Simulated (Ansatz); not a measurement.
# AlAs wire along [111], 26 atoms a period, H-terminated: bands along the axis, part 2 of 2

Aim: is the AlAs wire along [111], 26 atoms a period, H-terminated a metal or a semiconductor?

Ansatz 0.2.0; DFT PBE, plane waves, PAW; relaxation of a wire's period; PAW set soft_1 (the session's first sound run).

So far. Step 2 (Relaxing the period): The cell's length comes to 9.870 Å with spin left out.

### Step 3. Bands of the perfect wire

This step: DFT PBE, plane waves, PAW; bands of a perfect wire; PAW set soft_1 (Ansatz 0.2.0).

At the relaxed period the bands are computed along the axis; those that cross an energy going forward count the channels that a perfect wire would open there.

input.yaml reads:

```yaml
crystal:
  lattice:
    - [17.467, 0.0, 0.0]
    - [0.0, 16.759, 0.0]
    - [0.0, 0.0, 9.8696559358]
  atoms:
    - { symbol: Al, position: [0.385165214, 0.431639465, 0.007942816] }
    - { symbol: Al, position: [0.5, 0.638932547, 0.007883392] }
    - { symbol: As, position: [0.390939204, 0.434911687, 0.256938719] }
    - { symbol: As, position: [0.5, 0.631864329, 0.256915663] }
    - { symbol: As, position: [0.609060796, 0.434911687, 0.256938719] }
    - { symbol: H, position: [0.304762614, 0.617939899, 0.276606439] }
    - { symbol: H, position: [0.5, 0.265544498, 0.276620557] }
    - { symbol: H, position: [0.695237386, 0.617939899, 0.276606439] }
    - { symbol: H, position: [0.318782753, 0.391504886, 0.301685725] }
    - { symbol: H, position: [0.5, 0.718648453, 0.301920159] }
    - { symbol: H, position: [0.681217247, 0.391504886, 0.301685725] }
    - { symbol: Al, position: [0.376733372, 0.574754893, 0.344618826] }
    - { symbol: Al, position: [0.5, 0.352150582, 0.344517445] }
    - { symbol: Al, position: [0.623266628, 0.574754893, 0.344618826] }
    - { symbol: As, position: [0.380893752, 0.572143717, 0.593601099] }
    - { symbol: As, position: [0.5, 0.357168987, 0.593532488] }
    - { symbol: As, position: [0.619106248, 0.572143717, 0.593601099] }
    - { symbol: H, position: [0.18917265, 0.585908081, 0.637993237] }
    - { symbol: H, position: [0.237205784, 0.428643178, 0.591681711] }
    - { symbol: H, position: [0.309056739, 0.298681901, 0.590290631] }
    - { symbol: H, position: [0.27351356, 0.738162759, 0.638236261] }
    - { symbol: H, position: [0.415779918, 0.177161785, 0.638969332] }
    - { symbol: H, position: [0.428148719, 0.773486374, 0.590573844] }
    - { symbol: H, position: [0.571851281, 0.773486374, 0.590573844] }
    - { symbol: H, position: [0.584220082, 0.177161785, 0.638969332] }
    - { symbol: H, position: [0.72648644, 0.738162759, 0.638236261] }
    - { symbol: H, position: [0.690943261, 0.298681901, 0.590290631] }
    - { symbol: H, position: [0.762794216, 0.428643178, 0.591681711] }
    - { symbol: H, position: [0.81082735, 0.585908081, 0.637993237] }
    - { symbol: Al, position: [0.251278525, 0.516544664, 0.647855253] }
    - { symbol: Al, position: [0.389016565, 0.267920725, 0.6477072] }
    - { symbol: Al, position: [0.362283361, 0.7170297, 0.647653311] }
    - { symbol: Al, position: [0.5, 0.50054681, 0.661022878] }
    - { symbol: Al, position: [0.637716639, 0.7170297, 0.647653311] }
    - { symbol: Al, position: [0.610983435, 0.267920725, 0.6477072] }
    - { symbol: Al, position: [0.748721475, 0.516544664, 0.647855253] }
    - { symbol: As, position: [0.268505175, 0.492518455, 0.904360858] }
    - { symbol: As, position: [0.377252997, 0.295976255, 0.903972412] }
    - { symbol: As, position: [0.391144932, 0.713776682, 0.904056937] }
    - { symbol: As, position: [0.5, 0.50067737, 0.91678874] }
    - { symbol: As, position: [0.608855068, 0.713776682, 0.904056937] }
    - { symbol: As, position: [0.622747003, 0.295976255, 0.903972412] }
    - { symbol: As, position: [0.731494825, 0.492518455, 0.904360858] }
    - { symbol: H, position: [0.203516436, 0.443581716, 0.964583955] }
    - { symbol: H, position: [0.254371686, 0.566941999, 0.988407229] }
    - { symbol: H, position: [0.304159077, 0.261661417, 0.964244293] }
    - { symbol: H, position: [0.322220096, 0.689424181, 0.988156288] }
    - { symbol: H, position: [0.399334811, 0.796967876, 0.963987813] }
    - { symbol: H, position: [0.43209066, 0.245997167, 0.987903856] }
    - { symbol: H, position: [0.56790934, 0.245997167, 0.987903856] }
    - { symbol: H, position: [0.600665189, 0.796967876, 0.963987813] }
    - { symbol: H, position: [0.677779904, 0.689424181, 0.988156288] }
    - { symbol: H, position: [0.695840923, 0.261661417, 0.964244293] }
    - { symbol: H, position: [0.745628314, 0.566941999, 0.988407229] }
    - { symbol: H, position: [0.796483564, 0.443581716, 0.964583955] }
    - { symbol: Al, position: [0.614834786, 0.431639465, 0.007942816] }
kpoints:
  mp_grid: { grid: [1, 1, 9] }
  band_path: { path: ["Γ", Z], npoints: 90 }
scf:
  occupations: { method: fermi_dirac, width: 0.05 }
hamiltonian:
  xc: pbe
  pseudopotentials: { kind: paw, azcp: { folder: soft_1 } }
output:
  dos: { e_range: [-5, 4] }
  write_potential: true
  write_density: true
  volumetric_format: npy
```

Launch:

```console
> ansatz run input.yaml --threads 8 --pin off --max-ram 16384MiB --backend cpu --events-out ev --progress --plain --runs-dir out
```

Numbers of over 12 decimals in the logs are rounded to 6 here.

The program printed:

```text
[...]
Crystal: 56 atoms, lattice volume = 2889.139 Å³
Basis set: ecut = 420 eV, 56535 PW (Γ)
Bands: 188, of which v1, the nominal top of the filled ones, is band 132 counted from 1 (131 counted from 0)
Symmetry: 2 space group operations
[...]
k-points: 5 of 9 (time reversal used)
[...]
SCF iter   1: F=—  HF=-70606.281528 eV  |F-HF|=—  |Δ(HF+E_count)|=         —  Δρ=3.45e-2  dr2=3.60e1  ethr=3.10e-3  ⟨swp⟩=7.0  Hψ=4347  notcnv=0  defer=57
[...]
SCF iter  11: F=-70594.559370 eV  HF=-70594.559370 eV  |F-HF|=2.84e-9  |Δ(HF+E_count)|=   1.03e-7  Δρ=4.54e-7  dr2=1.19e-8  ethr=3.79e-11  ⟨swp⟩=17.8  Hψ=5589  notcnv=0
SCF 1 converged in 11 iterations: F = -70594.559370 eV  dr2 = 1.19e-8
[...]
NSCF: frozen V_eff on 91 k-points
WARN: The output density's exchange-correlation potential varies sharply where the density is thin. Do not read a vacuum level from v_tot or v_xc, or from such a field of the output density. On a cell that repeats whose density bears no net charge and no dipole along the vacuum's axis use v_es (v_loc + v_h of the components); under efield.dipole_correction with no amplitude use v_es + v_field, which holds any externa [...]
SCF converged after 11 iterations
Free energy (F): -70594.559370 eV
[...]
Internal energy: -70594.559370 eV  (E = F + TS)
E sigma→0 (E₀):  -70594.559370 eV
Fermi energy:    -1.854017 eV
[...]
--- Band table (eV; the first three rows and the last of 5) ---
  k-point 0: bands = [... 128 lower, -3.6923, -3.6916, -3.5894, -3.4103, -0.2683, -0.1702, -0.0663, -0.0643, ... 52 higher]
  k-point 1: bands = [... 128 lower, -3.6926, -3.6920, -3.5866, -3.4532, -0.2532, -0.1330, -0.0596, -0.0573, ... 52 higher]
  k-point 2: bands = [... 128 lower, -3.6938, -3.6933, -3.5802, -3.5767, -0.2133, -0.0441, -0.0377, -0.0341, ... 52 higher]
  k-point 4: bands = [... 128 lower, -3.8426, -3.6995, -3.6987, -3.5700, -0.1434, -0.0707, -0.0639, -0.0150, ... 52 higher]
```

The job ended after 16 min (8 threads of Arm Neoverse V2, shared host; peak memory 13 GiB).

Numbers from this step:

* band gap: 3.142 eV

The electronic bands at the labelled points (eV, zero at the Fermi level; v1 is the highest filled band, c1 the lowest empty one):

```
  point     v4     v3     v2     v1    c1    c2    c3    c4
      Γ  -1.84  -1.84  -1.74  -1.56  1.59  1.68  1.79  1.79
halfway  -1.84  -1.84  -1.76  -1.72  1.65  1.82  1.83  1.83
      Z  -1.99  -1.85  -1.85  -1.72  1.71  1.78  1.78  1.83
```

The gap is 3.14 eV, with spin left out.

The path shows a direct gap of 3.14 eV (valence top at Γ, conduction bottom at Γ).

### Step 4. What came out

```
cell length, PBE : 9.870 Å
gap, PBE         : 3.14 eV
```

Under PBE the cell's length is 9.87 Å, and a gap of 3.14 eV makes it a semiconductor. Plain hydrogen on a compound's surface is a simple closure: it may leave surface states, and facets that end in unlike atoms put a field across the wire, both of which shrink the gap.

[Logs are printed without paths, hosts, clocks, repeated set-up lines and the standing remarks that a program may print on its own settings, such as how far it seeks lower states.]

[Hosts, paths, dates, database ids (printed as entryN), source tags and the programs' standing remarks are cut or masked in the printed files.]
